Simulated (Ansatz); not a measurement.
The system is WS2 (Tungstenite).

```
W S
1.0
     3.18000    0.00000    0.00000
    -1.59000    2.75396    0.00000
     0.00000    0.00000   12.50000
W S
2 4
Direct
  0.66667 0.33333 0.75000
  0.33333 0.66667 0.25000
  0.66667 0.33333 0.37500
  0.33333 0.66667 0.87500
  0.66667 0.33333 0.12500
  0.33333 0.66667 0.62500
```

```yaml
Program: Ansatz 0.2.0
Task: relaxation of cell and atoms
Functional: PBE
Potentials_or_basis: PseudoDojo stringent (PBE files)
Cutoff: 1007 eV
Density_cutoff: 4027 eV
k_mesh: 10 × 10 × 3
Occupations: fermi-dirac, width 0.05 eV
Spin: no spin polarisation
```

At the start: volume 18.24 Å³/atom.

Problem. Where does the relaxation end?

Solution. It ends after 14 steps and the volume is 21.81 Å³/atom (+19.5 %); space group P6_3/mmc (No. 194, to 0.05 Å).

The path:
```
step  energy change (eV)  largest force (eV/Å)  volume (Å³)
   1              0.0000                0.1353       109.47
   2             -0.0490                0.1039       116.62
   3             -0.0684                0.0381       118.98
   4             -0.0736                0.0221       121.54
   5             -0.0758                0.0198       124.07
   6             -0.0760                0.0344       125.98
   7             -0.0761                0.0109       126.02
   8             -0.0761                0.0000       125.96
   9             -0.0815                0.0018       125.96
  10             -0.0820                0.0056       127.69
  11             -0.0820                0.0152       129.82
  12             -0.0820                0.0001       130.12
  13             -0.0819                0.0011       130.84
  14             -0.0828                0.0007       130.84
```

Final structure:
```
W S
1.0
     3.18789    0.00000    0.00000
    -1.59395    2.76080    0.00000
     0.00000    0.00000   14.86622
W S
2 4
Direct
  0.66667 0.33333 0.75000
  0.33333 0.66667 0.25000
  0.66667 0.33333 0.35570
  0.33333 0.66667 0.85570
  0.66667 0.33333 0.14430
  0.33333 0.66667 0.64430
```

Caveat: the volume moved by over 15 % at a fixed basis, so the end points are rough; the plane-wave basis is chosen anew once the cell has moved, so the energies of steps on either side of that aren't comparable; this functional lacks dispersion, which binds the layers, so the pressure and a relaxed spacing across them are unreliable, and here the layers came unbound.
